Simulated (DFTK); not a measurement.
# SnTe (Fm-3m) in DFTK: reference runs

How does SnTe come out in PBEsol? The cell is run as given.

Everything below comes from runs of DFTK 0.8.2. Logs are shortened: lines on timing, memory, paths and dates and some standing lists are left out, and cuts for length are marked.

### 1 The structure

It takes space group Fm-3m (No. 225, cubic). The conventional cell has a = 6.302 Å, b = 6.302 Å, c = 6.302 Å, α = 90.00°, β = 90.00°, γ = 90.00°. Te (site symmetry m-3m) is surrounded by 6 Sn at 3.15 Å. Sn (site symmetry m-3m) is surrounded by 6 Te at 3.15 Å.

### 2 Single point, PBEsol

The input, run.jl:

```julia
using DFTK
using PseudoPotentialData
using Unitful, UnitfulAtomic
using LinearAlgebra, Printf
include("save.jl")
disable_threading()

# lattice vectors are the columns
lattice = austrip(1u"Å") * [           0.0        3.15085        3.15085;
                  3.15085            0.0        3.15085;
                  3.15085        3.15085            0.0]
symbols   = [:Te, :Sn]
positions = [[0.5, 0.5, 0.5],
             [0.0, 0.0, 0.0]]
pseudopotentials = PseudoFamily("dojo.nc.sr.pbesol.v0_4_1.standard.upf")
elements = Dict(s => ElementPsp(s, pseudopotentials) for s in unique(symbols))
atoms    = [elements[s] for s in symbols]

build_model(lattice, positions; symmetries=true) =
    model_DFT(lattice, atoms, positions;
              functionals=PBEsol(),
              temperature=austrip(0.05u"eV"),
              smearing=Smearing.FermiDirac(),
              symmetries)
Ecut  = 40.0  # hartree
kgrid = [7, 7, 7]
tol   = 1e-6
to_GPa = ustrip(uconvert(u"GPa", 1u"hartree/bohr^3"))

model = build_model(lattice, positions)
basis = PlaneWaveBasis(model; Ecut, kgrid)
display(basis)
scfres = self_consistent_field(basis;
                               tol,
                               nbandsalg=AdaptiveBands(model; n_bands_converge=20))
display(scfres.energies)
@printf "Fermi level: %.6f eV\n" ustrip(auconvert(u"eV", something(scfres.εF, NaN)))
forces = compute_forces_cart(scfres)
println("Forces (eV/Å)")
for (s, f) in zip(symbols, forces)
    @printf "%-3s %12.6f %12.6f %12.6f\n" s ustrip.(auconvert.(u"eV/Å", f))...
end
stress = compute_stresses_cart(scfres)
println("Stress (GPa)")
display(round.(stress * to_GPa; digits=4))
println("Levels at the first k-point (eV): ", round.(ustrip.(auconvert.(u"eV", scfres.eigenvalues[1][1:scfres.n_bands_converge])); digits=4))
save_scf!(scfres; forces, stress)
```

Potentials or basis: dojo.nc.sr.pbesol.v0_4_1.standard.upf (PBEsol).

Run with:

```bash
> julia --threads=1 run.jl  # save.jl only writes the numbers to a file and isn't shown; printed stress counts tension as positive; times include loading and compiling
```

Output:

```text
PlaneWaveBasis discretization:

    Ecut                 : 40.0 Ha
    fft_size             : (50, 50, 50), 125000 total points
    kgrid                : MonkhorstPack([7, 7, 7])
    num.   red. kpoints  : 343
    num. irred. kpoints  : 20

    Discretized Model(gga_x_pbe_sol+gga_c_pbe_sol, 3D):
        lattice (in Bohr)    : [0         , 5.95424   , 5.95424   ]
                               [5.95424   , 0         , 5.95424   ]
                               [5.95424   , 5.95424   , 0         ]
        unit cell volume     : 422.19 Bohr³

        atoms                : SnTe
        pseudopot. family    : PseudoFamily("dojo.nc.sr.pbesol.v0_4_1.standard.upf")

        num. electrons       : 30
        spin polarization    : none
        temperature          : 0.0018375 Ha
        smearing             : DFTK.Smearing.FermiDirac()

        terms                : Kinetic()
                               AtomicLocal()
                               AtomicNonlocal()
                               Ewald(nothing)
                               PspCorrection()
                               Hartree()
                               Xc(gga_x_pbe_sol, gga_c_pbe_sol)
                               Entropy()
n     Energy            log10(ΔE)   log10(Δρ)   Diag   Δtime
---   ---------------   ---------   ---------   ----   ------
  1   -183.3272553369                   -1.29    5.2    7.50s
  2   -183.3301308213       -2.54       -1.74    1.0    3.82s
  3   -183.3306057028       -3.32       -2.06    2.5    3.56s
  4   -183.3306243095       -4.73       -2.51    1.2    2.86s
  5   -183.3306311246       -5.17       -3.17    2.0    4.19s
  6   -183.3306314890       -6.44       -3.30    2.5    3.62s
  7   -183.3306315529       -7.19       -3.61    1.0    2.75s
  8   -183.3306315887       -7.45       -4.88    2.0    3.46s
  9   -183.3306315889       -9.97       -4.75    3.1    3.95s
 10   -183.3306315889      -10.25       -4.96    1.0    2.74s
 11   -183.3306315890      -10.22       -6.61    1.4    2.95s
Energy breakdown (in Ha):
    Kinetic             103.7812808
    AtomicLocal         -130.8923317
    AtomicNonlocal      -51.7954756
    Ewald               -107.5097938
    PspCorrection       4.9223595
    Hartree             44.3469582
    Xc                  -46.1836266
    Entropy             -0.0000025

    total               -183.330631588974
Fermi level: 5.382390 eV
Forces (eV/Å)
Te     -0.000000    -0.000000    -0.000000
Sn     -0.000000    -0.000000    -0.000000
Stress (GPa)
3×3 StaticArraysCore.SMatrix{3, 3, Float64, 9} with indices SOneTo(3)×SOneTo(3):
  0.3199  -0.0      0.0
  0.0      0.3199  -0.0
 -0.0      0.0      0.3199
Levels at the first k-point (eV): [-31.7035, -31.7035, -31.6997, -31.6997, -31.6997, -16.4695, -16.4695, -16.4644, -16.4644, -16.4644, -7.4868, 0.6142, 3.2149, 3.2149, 3.2149, 8.7032, 8.7032, 8.7032, 10.0858, 10.0858]
```

It took 1.8 min on 1 thread of AMD EPYC 9R45 (Zen 5), shared host; peak memory 1.7 GiB.

Results:

```yaml
Free_energy: -4988.6806 eV
Pressure: -0.3 GPa
```

Caveat: this odd mesh misses L, where the gap lies, so gap, dielectric constants and Born charges aren't listed. Spin-orbit coupling is left out, which matters for the levels of Te.
